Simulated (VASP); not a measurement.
# CdS (F-43m) in VASP: settings compared

Aim: see how the results for CdS move with the level of theory and the settings. Levels: PBE, PBE+D3(BJ). Tasks: relaxation of cell and atoms.

Everything below comes from runs of VASP 6.6.1. Logs are shortened: lines on timing, memory, paths and dates and some standing lists are left out, and cuts for length are marked.

## (1) Starting point

The structure is cubic, space group F-43m (No. 216). The conventional cell has a = 5.886 Å, b = 5.886 Å, c = 5.886 Å, α = 90.00°, β = 90.00°, γ = 90.00°. Around Cd (site symmetry -43m) lie 4 S at 2.55 Å. Around S (site symmetry -43m) lie 4 Cd at 2.55 Å.

The cell is a database's computed one.

## (2) Relaxation of cell and atoms, PBE

INCAR

```
SYSTEM = CdS
PREC = Accurate ; ENCUT = 600
EDIFF = 1E-7 ; ISMEAR = 0
SIGMA = 0.02 ; LREAL = .False.
LASPH = .True. ; NELM = 60
ALGO = Normal ; ISIF = 3
LWAVE = .False. ; LCHARG = .False.
GGA = PE ; IBRION = 2
NSW = 90 ; EDIFFG = -0.005
```

KPOINTS

```
Automatic mesh
0
Gamma
  8 8 8
  0 0 0
```

POSCAR

```
CdS
1.0
    0.0000000000      2.9429534600      2.9429534600
    2.9429534600      0.0000000000      2.9429534600
    2.9429534600      2.9429534600      0.0000000000
Cd S
1 1
Direct
    0.0000000000      0.0000000000      0.0000000000
    0.7500000000      0.7500000000      0.7500000000
```

Potentials or basis: VASP PAW PBE potentials, release 64 (Cd, S).

On the command line:

```console
$ cat potpaw_PBE.64/Cd/POTCAR potpaw_PBE.64/S/POTCAR > POTCAR
$ mpirun -np 1 vasp_std > vasp.out
```

OUTCAR:

```text
SYSTEM = CdS
   PREC = Accurate
   ENCUT = 600
   EDIFF = 1E-7
   ISMEAR = 0
   LREAL = .False.
   LASPH = .True.
   NELM = 60
   ISIF = 3
   GGA = PE
   IBRION = 2
   NSW = 90
   EDIFFG = -0.005

 ion  position               nearest neighbor table
   1  0.000  0.000  0.000-   2 2.55   2 2.55   2 2.55   2 2.55
   2  0.750  0.750  0.750-   1 2.55   1 2.55   1 2.55   1 2.55

  LATTYP: Found a face centered cubic cell.
 ALAT       =     5.8859069200

  Lattice vectors:

 A1 = (   0.0000000000,   2.9429534600,   2.9429534600)
 A2 = (   2.9429534600,   0.0000000000,   2.9429534600)
 A3 = (   2.9429534600,   2.9429534600,   0.0000000000)

Analysis of symmetry for initial positions (statically):
=====================================================================
 Subroutine PRICEL returns:
 Original cell was already a primitive cell.

 Routine SETGRP: Setting up the symmetry group for a
 face centered cubic supercell.

 Subroutine GETGRP returns: Found 24 space group operations
 (whereof 24 operations were pure point group operations)
 out of a pool of 48 trial point group operations.

The static configuration has the point symmetry T_d .

Analysis of symmetry for dynamics (positions and initial velocities):
=====================================================================
 Subroutine PRICEL returns:
 Original cell was already a primitive cell.

 Routine SETGRP: Setting up the symmetry group for a
 face centered cubic supercell.

 Subroutine GETGRP returns: Found 24 space group operations
 (whereof 24 operations were pure point group operations)
 out of a pool of 48 trial point group operations.

The dynamic configuration has the point symmetry T_d .

 Subroutine INISYM returns: Found 24 space group operations
 (whereof 24 operations are pure point group operations),
 and found     1 'primitive' translations

----------------------------------------------------------------------------------------

                                     Primitive cell

  volume of cell :      50.9777

  direct lattice vectors                    reciprocal lattice vectors
     0.000000000  2.942953460  2.942953460    -0.169897352  0.169897352  0.169897352
     2.942953460  0.000000000  2.942953460     0.169897352 -0.169897352  0.169897352
     2.942953460  2.942953460  0.000000000     0.169897352  0.169897352 -0.169897352

  length of vectors
     4.161964697  4.161964697  4.161964697     0.294270846  0.294270846  0.294270846

  position of ions in fractional coordinates (direct lattice)
     0.000000000  0.000000000  0.000000000
     0.750000000  0.750000000  0.750000000

  ion indices of the primitive-cell ions
   primitive index   ion index
                 1           1
                 2           2

----------------------------------------------------------------------------------------

 KPOINTS: Automatic mesh

Automatic generation of k-mesh.
 Grid dimensions read from file:
 generate k-points for:    8    8    8

 Generating k-lattice:

  Cartesian coordinates                     Fractional coordinates (reciprocal lattice)
    -0.021237169  0.021237169  0.021237169     0.125000000  0.000000000  0.000000000
     0.021237169 -0.021237169  0.021237169     0.000000000  0.125000000  0.000000000
     0.021237169  0.021237169 -0.021237169     0.000000000  0.000000000  0.125000000

  Length of vectors
     0.036783856  0.036783856  0.036783856

  Shift w.r.t. Gamma in fractional coordinates (k-lattice)
     0.000000000  0.000000000  0.000000000

 Subroutine IBZKPT returns following result:
 ===========================================

 Found     29 irreducible k-points:

 Following reciprocal coordinates:
            Coordinates               Weight
  0.000000  0.000000  0.000000      1.000000
  0.125000  0.000000  0.000000      8.000000
  0.250000  0.000000  0.000000      8.000000
  0.375000  0.000000  0.000000      8.000000
  0.500000  0.000000  0.000000      4.000000
  0.125000  0.125000  0.000000      6.000000
[... 16 lines left out ...]
  0.500000  0.250000  0.125000     48.000000
 -0.375000  0.250000  0.125000     24.000000
 [... further k-points ...]
   k-points           NKPTS =     29   k-points in BZ     NKDIM =     29   number of bands    NBANDS=     13
   number of dos      NEDOS =    301   number of ions     NIONS =      2
   total plane-waves  NPLWV =  46656
   dimension x,y,z NGX =    36 NGY =   36 NGZ =   36
   dimension x,y,z NGXF=    72 NGYF=   72 NGZF=   72
   ions per type =               1   1
   NGX,Y,Z   is equivalent  to a cutoff of  14.38, 14.38, 14.38 a.u.
   NGXF,Y,Z  is equivalent  to a cutoff of  28.76, 28.76, 28.76 a.u.
 SYSTEM =  CdS
   PREC   = accura    normal or accurate (medium, high low for compatibility)
   ISTART =      0    job   : 0-new  1-cont  2-samecut
   ICHARG =      2    charge: 1-file 2-atom 10-const
   ISPIN  =      1    spin polarized calculation?
   LNONCOLLINEAR =      F non collinear calculations
   LSORBIT =      F    spin-orbit coupling
   LASPH  =      T    aspherical Exc in radial PAW
   ENCUT  =  600.0 eV  44.10 Ry    6.64 a.u.   8.31  8.31  8.31*2*pi/ulx,y,z
   NELM   =     60;   NELMIN=  2; NELMDL= -5     # of ELM steps
   EDIFF  = 0.1E-06   stopping-criterion for ELM
   LREAL  =      F    real-space projection
   EDIFFG = -.5E-02   stopping-criterion for IOM
   NSW    =     90    number of steps for IOM
   IBRION =      2    ionic relax: 0-MD 1-quasi-New 2-CG
   NFREE  =      1    steps in history (QN), initial steepest desc. (CG)
   ISIF   =      3    stress and relaxation
   ISYM   =      2    0-nonsym 1-usesym 2-fastsym
   POTIM  = 0.5000    time-step for ionic-motion
   TEBEG  =    0.0;   TEEND  =   0.0 temperature during run
   PSTRESS=    0.0 pullay stress
   NELECT =      18.0000    total number of electrons
   NUPDOWN=      -1.0000    fix difference up-down
   EMIN   =  10.00;   EMAX   =-10.00  energy-range for DOS
   EFERMI =   0.00;   METHOD = LEGACY
   ISMEAR =     0;   SIGMA  =   0.02  broadening in eV -4-tet -1-fermi 0-gaus
   EFERMI_NEDOS =   21; number of points for ismear=-14 and -15
   IALGO  =     38    algorithm
   IMIX   =      4    mixing-type and parameters
     AMIX     =   0.40;   BMIX     =  1.00
     AMIX_MAG =   1.60;   BMIX_MAG =  1.00
  volume/ion in A,a.u.               =      25.49       172.01
  Fermi-wavevector in a.u.,A,eV,Ry     =   1.157104  2.186609 18.216690  1.338889
  Thomas-Fermi vector in A             =   2.293718
   LORBIT       =      0    0 simple, 1 ext, 2 COOP (PROOUT), +10 PAW based schemes
   GGA     = PE    functional components
   LHFCALC =     F    Hartree Fock is set to
   AEXX    =    0.0000 exact exchange contribution
   IVDW    =     0    specifies the selected vdW correction
   LEPSILON=     F    determine dielectric tensor
   LRPA    =     F    only Hartree local field effects (RPA)
 conjugate gradient relaxation of ions
 non-spin polarized calculation
 Gauss-broadening in eV      SIGMA  =   0.02
  energy-cutoff  :      600.00
  volume of cell :       50.98
 maximum number of plane-waves:      1727
 NGX is ok and might be reduce to    36
   NGX = 17   NGY = 17   NGZ = 17

--------------------------------------- Ionic step        1  -------------------------------------------

 number of electron      17.9999999 magnetization

 Free energy of the ion-electron system (eV)
  ---------------------------------------------------
  ext. energy  EPLUGINS =         0.00000000
  ---------------------------------------------------
  free energy    TOTEN  =        -6.14109933 eV

  energy without entropy =       -6.14109933  energy(sigma->0) =       -6.14109933

------------------------ aborting loop because EDIFF is reached ----------------------------------------

  FORCE on cell =-STRESS in cart. coord.  units (eV):
  Direction    XX          YY          ZZ          XY          YZ          ZX
  --------------------------------------------------------------------------------------
  -------------------------------------------------------------------------------------
  Total        0.4613511      0.4613511      0.4613511      0.0000000     -0.0000000      0.0000000
  in kB       14.4997990     14.4997990     14.4997990      0.0000000     -0.0000000      0.0000000
  external PRESSURE =      14.4997990 kB  Pullay stress =       0.0000000 kB

 VOLUME and BASIS-vectors are now :
 -----------------------------------------------------------------------------
  energy-cutoff  :      600.00
  volume of cell :       50.98
      direct lattice vectors                 reciprocal lattice vectors
     0.000000000  2.942953460  2.942953460    -0.169897352  0.169897352  0.169897352
     2.942953460  0.000000000  2.942953460     0.169897352 -0.169897352  0.169897352
     2.942953460  2.942953460  0.000000000     0.169897352  0.169897352 -0.169897352
[... 37 lines left out ...]
 POSITION                                       TOTAL-FORCE (eV/Angst)
 -----------------------------------------------------------------------------------
      5.95141      5.95141      5.95141        -0.000000     -0.000000     -0.000000
      4.46356      4.46356      4.46356         0.000000      0.000000      0.000000
 -----------------------------------------------------------------------------------
    total drift:                                0.000000      0.000000      0.000000

  FREE ENERGIE OF THE ION-ELECTRON SYSTEM (eV)
  ---------------------------------------------------
  free  energy   TOTEN  =        -6.1463944584 eV

  energy  without entropy=       -6.1463944584  energy(sigma->0) =       -6.14639446

--------------------------------------- Ionic step        3  -------------------------------------------

 number of electron      17.9999999 magnetization

 Free energy of the ion-electron system (eV)
  ---------------------------------------------------
  ext. energy  EPLUGINS =         0.00000000
  ---------------------------------------------------
  free energy    TOTEN  =        -6.14690457 eV

  energy without entropy =       -6.14690457  energy(sigma->0) =       -6.14690457

 E-fermi :   0.9994     XC(G=0):  -8.9056

 val. band max:        0.8785090483   @ k =   0.0000   0.0000   0.0000
 cond. band min:       1.9114687436   @ k =   0.0000   0.0000   0.0000
 fundamental gap:      1.0329596954
 Fermi energy:         0.9994390846

 k-point     1 :       0.0000    0.0000    0.0000
  band No.  band energies     occupation
      1     -11.1826      2.00000
      2      -6.6756      2.00000
      3      -6.6756      2.00000
      4      -6.6756      2.00000
      5      -6.2644      2.00000
      6      -6.2644      2.00000
      7       0.8785      2.00000
      8       0.8785      2.00000
      9       0.8785      2.00000
     10       1.9115      0.00000
     11       7.4292      0.00000
     12       7.4292      0.00000
     13       7.4292      0.00000

 k-point     2 :       0.1250    0.0000    0.0000
  band No.  band energies     occupation
      1     -11.1274      2.00000
      2      -6.6561      2.00000
      3      -6.6561      2.00000
      4      -6.6242      2.00000
      5      -6.2652      2.00000
      6      -6.2652      2.00000
      7      -0.1142      2.00000
      8       0.7686      2.00000
      9       0.7686      2.00000
     10       2.7464      0.00000
     11       7.1570      0.00000
[... 339 lines left out ...]
 k-point    24 :      -0.3750    0.2500    0.1250
  band No.  band energies     occupation
      1     -10.7474      2.00000
      2      -6.5323      2.00000
      3      -6.5004      2.00000
      4      -6.2844      2.00000
      5      -6.2409      2.00000
      6      -5.8298      2.00000
      7      -2.9560      2.00000
      8      -0.8961      2.00000
      9      -0.2252      2.00000
     10       5.1048      0.00000
     11       6.7254      0.00000
     12       7.9997      0.00000
     13       9.1465      0.00000

 [... further k-points ...]

------------------------ aborting loop because EDIFF is reached ----------------------------------------

  FORCE on cell =-STRESS in cart. coord.  units (eV):
  Direction    XX          YY          ZZ          XY          YZ          ZX
  --------------------------------------------------------------------------------------
  -------------------------------------------------------------------------------------
  Total        0.0062469      0.0062469      0.0062469     -0.0000000      0.0000000      0.0000000
  in kB        0.1913921      0.1913921      0.1913921     -0.0000000      0.0000000      0.0000000
  external PRESSURE =       0.1913921 kB  Pullay stress =       0.0000000 kB

 VOLUME and BASIS-vectors are now :
 -----------------------------------------------------------------------------
  energy-cutoff  :      600.00
  volume of cell :       52.29
      direct lattice vectors                 reciprocal lattice vectors
     0.000000000  2.968063769  2.968063769    -0.168459992  0.168459992  0.168459992
     2.968063769 -0.000000000  2.968063769     0.168459992 -0.168459992  0.168459992
     2.968063769  2.968063769  0.000000000     0.168459992  0.168459992 -0.168459992

 POSITION                                       TOTAL-FORCE (eV/Angst)
 -----------------------------------------------------------------------------------
      0.00000      0.00000      0.00000        -0.000000     -0.000000     -0.000000
      4.45210      4.45210      4.45210         0.000000      0.000000      0.000000
 -----------------------------------------------------------------------------------
    total drift:                                0.000000      0.000000      0.000000

  FREE ENERGIE OF THE ION-ELECTRON SYSTEM (eV)
  ---------------------------------------------------
  free  energy   TOTEN  =        -6.1469045680 eV

  energy  without entropy=       -6.1469045680  energy(sigma->0) =       -6.14690457

 reached required accuracy - stopping structural energy minimisation
```

Run time: 46 s. Hardware: 1 thread of AMD EPYC 9R45 (Zen 5), shared host; peak memory 0.18 GiB.

What came out:

- Free energy: -6.1469 eV
- Relaxed volume: 26.15 Å³/atom
- Relaxed cell: a = 4.197 Å, b = 4.197 Å, c = 4.197 Å, α = 60.00°, β = 60.00°, γ = 60.00°
- Space group after relaxing (to 0.05 Å): F-43m (No. 216)
- Energy gained by relaxing: 2.9 meV/atom
- Ionic steps: 3
- Pressure after relaxing: 0.0 GPa
- Band gap on the k mesh: 1.03 eV, direct

Step by step:
```
step  energy change (eV)  largest force (eV/Å)  pressure (GPa)  volume (Å³)
   1              0.0000                0.0000            1.45        50.98
   2             -0.0053                0.0000           -0.40        52.70
   3             -0.0058                0.0000            0.02        52.29
```

Final structure:
```xyz
2
Lattice="0.0000 2.9681 2.9681 2.9681 0.0000 2.9681 2.9681 2.9681 0.0000" Properties=species:S:1:pos:R:3 pbc="T T T"
Cd    0.0000    0.0000    0.0000
S     4.4521    4.4521    4.4521
```

PBE gaps usually lie below the measured ones, often by a third to a half.

## (3) Relaxation of cell and atoms, PBE+D3(BJ)

INCAR, as its differences from that of step 2:

```diff
@@ -7,3 +7,4 @@
 LWAVE = .False. ; LCHARG = .False.
-GGA = PE ; IBRION = 2
-NSW = 90 ; EDIFFG = -0.005
+GGA = PE ; IVDW = 12
+IBRION = 2 ; NSW = 90
+EDIFFG = -0.005
```

KPOINTS is that of step 2.

POSCAR is that of step 2.

Potentials or basis: VASP PAW PBE potentials, release 64 (Cd, S).

On the command line:

```console
$ cat potpaw_PBE.64/Cd/POTCAR potpaw_PBE.64/S/POTCAR > POTCAR
$ mpirun -np 1 vasp_std > vasp.out
```

Wall time 39 s (1 thread of AMD EPYC 9R45 (Zen 5), shared host); peak memory 0.2 GiB.

Results (log left out):

- Free energy: -6.7372 eV
- Relaxed volume: 25.19 Å³/atom
- Relaxed cell: a = 4.146 Å, b = 4.146 Å, c = 4.146 Å, α = 60.00°, β = 60.00°, γ = 60.00°
- Space group after relaxing (to 0.05 Å): F-43m (No. 216)
- Energy gained by relaxing: 0.6 meV/atom
- Ionic steps: 3
- Pressure after relaxing: 0.0 GPa
- Band gap on the k mesh: 1.12 eV, direct
- Dispersion energy per atom: -0.301 eV

The path:
```csv
step,energy change (eV),largest force (eV/Å),pressure (GPa),volume (Å³)
1,0.0000,0.0000,-0.67,50.98
2,-0.0011,0.0000,0.23,50.20
3,-0.0013,0.0000,-0.01,50.38
```

Final structure:
```
CELL_PARAMETERS angstrom
0.00000 2.93147 2.93147
2.93147 0.00000 2.93147
2.93147 2.93147 0.00000
ATOMIC_POSITIONS crystal
Cd 0.00000 0.00000 0.00000
S 0.75000 0.75000 0.75000
```

Levels at points of the mesh, in eV from the valence-band top:
```tsv
k point	band 5	band 6	band 7	band 8	band 9	band 10	band 11	band 12	band 13
(0.00, 0.00, 0.00)	-7.21	-7.21	0.00	0.00	0.00	1.12	6.55	6.55	6.55
(0.50, 0.00, 0.00)	-7.18	-6.85	-4.31	-0.73	-0.73	2.99	7.01	7.01	7.43
(0.50, 0.50, 0.00)	-7.13	-6.78	-3.89	-1.83	-1.83	3.58	4.33	9.17	10.69
```

A hybrid or GW would open this gap; PBE tends to underestimate it.
